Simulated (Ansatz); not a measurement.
# Ti3C2: the cost of one run

Program: Ansatz 0.2.0. Level of theory: DFT PBE, scalar-relativistic, plane waves, PAW. These are calculated values, not measurements.

1 further run of the same task is left out (it didn't finish).

### Step 1. The starting structure

Symmetry: R-3m, No. 166, trigonal system. Conventional cell: a = 4.317 Å, b = 4.317 Å, c = 13.736 Å, α = 90.00°, β = 90.00°, γ = 120.00°. Ti (site symmetry 3m) is surrounded by 4 Ti at 2.61 to 2.68 Å and 4 C at 2.64 to 2.83 Å. Around Ti (site symmetry -3m) lie 6 Ti at 2.68 Å and 2 C at 2.73 Å. C (site symmetry 3m) is surrounded by 5 Ti at 2.64 to 2.83 Å and 3 C at 2.64 Å.

Coordinates:

```xyz
5
Lattice="2.1584 1.2461 4.5787 -2.1584 1.2461 4.5787 0.0000 -2.4923 4.5787" Properties=species:S:1:pos:R:3 pbc="T T T"
Ti    0.0000    0.0000    5.5632
Ti    0.0000    0.0000    8.1730
Ti    0.0000    0.0000    0.0000
C     0.0000    0.0000   11.0068
C     0.0000    0.0000    2.7294
```

Recipe of the guess: species swapped into a database cell of Li3Ga2 (R-3m, No. 166), with Ti on the Li sites and C on the Ga sites. Its size is a rough estimate.

### Step 2. The guess as it stands, on a coarse mesh

input.yaml reads:

```yaml
crystal:
  lattice:
    - [2.15838978, 1.24614692, 4.57873339]
    - [-2.15838978, 1.24614692, 4.57873339]
    - [0.0, -2.49229384, 4.57873339]
  atoms:
    - { symbol: Ti, position: [0.405, 0.405, 0.405] }
    - { symbol: Ti, position: [0.595, 0.595, 0.595] }
    - { symbol: Ti, position: [0.0, 0.0, 0.0] }
    - { symbol: C, position: [0.80129999, 0.80129999, 0.80129999] }
    - { symbol: C, position: [0.19870001, 0.19870001, 0.19870001] }
basis:
  ecutwfc: 420
kpoints:
  mp_grid: { grid: [6, 6, 6] }
hamiltonian:
  xc: pbe
scf:
  occupations: { method: gaussian, width: 0.1 }
  lower_state_search: "off"
output:
  forces: true
  stress: true
  eigenvalues: true
```

Launch:

```console
ansatz run input.yaml --threads 1 --pin off --max-ram 2560MiB --backend cpu --events-out ev --progress --plain --runs-dir out
```

**Question.** How long does this run take on 1 thread of Intel Xeon Platinum 8259CL at 2.50GHz (Skylake/Cascade Lake), shared host, and how much memory does it need?

About 4 s, with a peak of 0.43 GiB.
